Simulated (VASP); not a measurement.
A run of VASP 6.6.1 is set up as follows.

File INCAR:

```
  PREC = Accurate
  ENCUT = 520
  EDIFF = 1E-6
  ISMEAR = -1
  SIGMA = 0.02
  LREAL = False
  LASPH = True
  NELM = 100
  ALGO = Normal
  ISIF = 2
  LWAVE = False
  LCHARG = False
  GGA = PE
  NBANDS = 12
```

The input KPOINTS:

```
regular mesh
0
Gamma
  8 8 8
```

POSCAR

```
LiCl
1.0
    0.0000000000      2.8915590114      2.4768618153
    2.8915590114      0.0000000000      2.4768618153
    2.8915590114      2.8915590114      0.0000000000
Li Cl
1 1
Direct
    0.0000000000      0.0000000000      0.0000000000
    0.2500000000      0.2500000000      0.2500000000
```

Potentials or basis: VASP PAW PBE potentials, release 64 (Li_sv, Cl).

Launch:

```sh
$ cat potpaw_PBE.64/Li_sv/POTCAR potpaw_PBE.64/Cl/POTCAR > POTCAR
$ mpirun -np 1 vasp_std > vasp.out
```

Question: Estimate the band gap on the k mesh.

Answer: 5.83 eV, direct.

 A k mesh can miss the band edges.
